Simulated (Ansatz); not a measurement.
Here is an Ansatz 0.2.0 calculation.

File input.yaml:

```yaml
crystal:
  lattice:
    - [0.0, 2.0970013927, 2.0970013927]
    - [2.0970013927, 0.0, 2.0970013927]
    - [2.0970013927, 2.0970013927, 0.0]
  atoms:
    - { symbol: Mg, position: [0.0, 0.0, 0.0] }
    - { symbol: O, position: [0.5, 0.5, 0.5] }
hamiltonian:
  xc: pbe
  pseudopotentials: { kind: paw }
kpoints:
  mp_grid: { grid: [11, 11, 11] }
scf:
  occupations: { method: gaussian, width: 0.014 }
output:
  forces: true
  stress: true
  eigenvalues: true
```

Potentials or basis: Ansatz PAW.

The run is started by

```sh
$ ansatz run input.yaml --threads 2 --pin off --max-ram 5632MiB --backend cpu --events-out ev --progress --plain --runs-dir out
```

Q: Predict the pressure.

A: 6.9 GPa.

Q: Predict the band gap on the k mesh.

A: 4.87 eV, direct.

Caveat: odd divisions of the mesh miss points on the zone boundary, where band edges often lie, so the gap on the mesh can be too wide; the pressure holds a Pulay correction of +0.6 GPa for the finite cutoff.

**What was measured.**

From “Electronic structure of alkaline earth and post-transition metal oxides”, 2009, arxiv:0908.1581, for a bulk crystal of MgO: band gap 7.83 eV.

Measured gap of MgO: 7.83 eV (quoted in “Electronic structure of alkaline earth and post-transition metal oxides”, 2009, arxiv:0908.1581). This calculation gives 4.87 eV (-2.96 eV). The value is that of PBE, without temperature or zero-point motion. Semilocal functionals fall short of measured gaps as a rule. The cell is a database's relaxed one, not the measured one, which moves gaps too.
